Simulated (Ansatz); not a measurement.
# InSe: the cost of one run

Method: DFT PBE+D3(BJ), scalar-relativistic, plane waves, PAW, in Ansatz 0.2.0.

### Step 1. The structure to begin with

The structure is monoclinic, space group C2/m (No. 12). The conventional cell has a = 11.736 Å, b = 4.110 Å, c = 4.610 Å, α = 90.00°, β = 110.30°, γ = 90.00°. In (site symmetry m) has 3 Se at 2.58 to 2.78 Å and 1 In at 2.74 Å as nearest neighbours. Se (site symmetry m) has 3 In at 2.58 to 2.78 Å as nearest neighbours.

Structure file:

```
In Se
1.0
     5.86790   -2.05500    0.00000
     5.86790    2.05500    0.00000
    -1.59942    0.00000    4.32366
In Se
2 2
Direct
  0.88400 0.88400 0.00500
  0.11600 0.11600 0.99500
  0.66000 0.66000 0.64200
  0.34000 0.34000 0.35800
```

Source of the structure: the Crystallography Open Database.

(A quick probe on a coarse mesh, which set the mesh and smearing, is not shown.)

### Step 3. A loose first relaxation

input.yaml

```yaml
crystal:
  lattice:
    - [5.8679026766, -2.055, 0.0]
    - [5.8679026766, 2.055, 0.0]
    - [-1.5994156962, 0.0, 4.3236564064]
  atoms:
    - { symbol: In, position: [0.884, 0.884, 0.005] }
    - { symbol: In, position: [0.116, 0.116, 0.995] }
    - { symbol: Se, position: [0.66, 0.66, 0.642] }
    - { symbol: Se, position: [0.34, 0.34, 0.358] }
basis:
  ecutwfc: 420
kpoints:
  mp_grid: { grid: [6, 6, 6] }
hamiltonian:
  xc: pbe
  dispersion: d3bj
scf:
  occupations: { method: gaussian, width: 0.1 }
output:
  forces: true
  stress: true
  eigenvalues: true
relax:
  adjacent_minimum: "off"
  f_tol: 0.05
  max_steps: 80
  cell: { stress_tol: 0.5 }
```

On the command line:

```sh
ansatz run input.yaml --threads 1 --pin off --max-ram 3072MiB --backend cpu --events-out ev --progress --plain --runs-dir out
```

**Question.** How long does this run take on 1 thread of an Arm CPU, shared host, and how much memory does it need?

About 2.5 min, with a peak of 0.55 GiB.
